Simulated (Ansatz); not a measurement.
Input:

BeO:
Space group P6₃mc (No. 186); a = b = 2.6928 Å, c = 4.3728 Å, α = β = 90.00°, γ = 120.00°

| atom | site | symmetry | x | y | z |
|---|---|---|---|---|---|
| Be | 2b | 3m. | 0.6667 | 0.3333 | 0.4999 |
| O | 2b | 3m. | 0.3333 | 0.6667 | 0.3776 |

This is the PBEsol-relaxed structure.

**Question.** All from plane-wave PAW PBEsol (Ansatz code), unless another level is named. Give the hole effective mass.

**Answer.** 0.38, 3.4, 3.4 mₑ (principal values).

**Question.** Give the weight of the conduction-edge state by species (Voronoi cells).

**Answer.** O 53 %, Be 47 %.

**Question.** And the weight of the valence-edge state by species (Voronoi cells)?

**Answer.** O 90 %, Be 10 %.

Space group P6_3mc (wurtzite). Symmetry was held in the PBEsol relaxation; phonons on a q-mesh show no instability.

Potentials: the later of the program's two PAW sets.

Edges and masses are those of Kohn–Sham bands, whose gap is no quasiparticle gap.
